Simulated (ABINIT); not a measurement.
Here is an ABINIT 10.8.3 (patched build) calculation.

Contents of run.abi:

```
# Pseudopotentials
pp_dirpath "./"
pseudos "Sb.GGA_PBE-JTH.xml"

# Structure
acell 11.516898072 11.516898072 5.637430975
rprim
     1.0000000000     0.0000000000     0.0000000000
     0.0000000000     1.0000000000     0.0000000000
     0.0000000000     0.0000000000     1.0000000000
ntypat 1
znucl 51
natom 3
typat 1 1 1
xred
    -0.0009200000    -0.0070070000    -0.0048160000
     0.0043790000     0.5005100000     0.0090000000
     0.5060320000     0.0025480000    -0.0170350000
chkprim 0
chksymtnons 0
tolsym 1.0e-6

# Plane-wave basis
ecut 435.382180 eV
pawecutdg 32.0
pawxcdev 0

# k points
kptopt 1
ngkpt 5 5 9
nshiftk 1
shiftk 0.0 0.0 0.0

# Exchange and correlation
ixc 11

# Bands and occupations
nband 27
occopt 3
tsmear 0.00183747

# SCF cycle
nstep 100
tolvrs 1.0e-9

# Output
iomode 3
prtwf 0
prtden 0
prteig 0
prtebands 0
enunit 1
```

Potentials or basis: JTH PAW PBE v2.0.

Launch:

```sh
$ abinit run.abi > log 2>&1
```

Question: Predict the pressure.

Answer: 0.3 GPa.

Question: Predict the largest force.

Answer: 0.070 eV/Å.

Forces in eV/Å, atoms in the order of the input:
```
Sb   0.025  0.009 -0.001
Sb   0.027 -0.052 -0.018
Sb  -0.052  0.042  0.019
```

The run has no spin-orbit coupling, so splittings on Sb are missing.
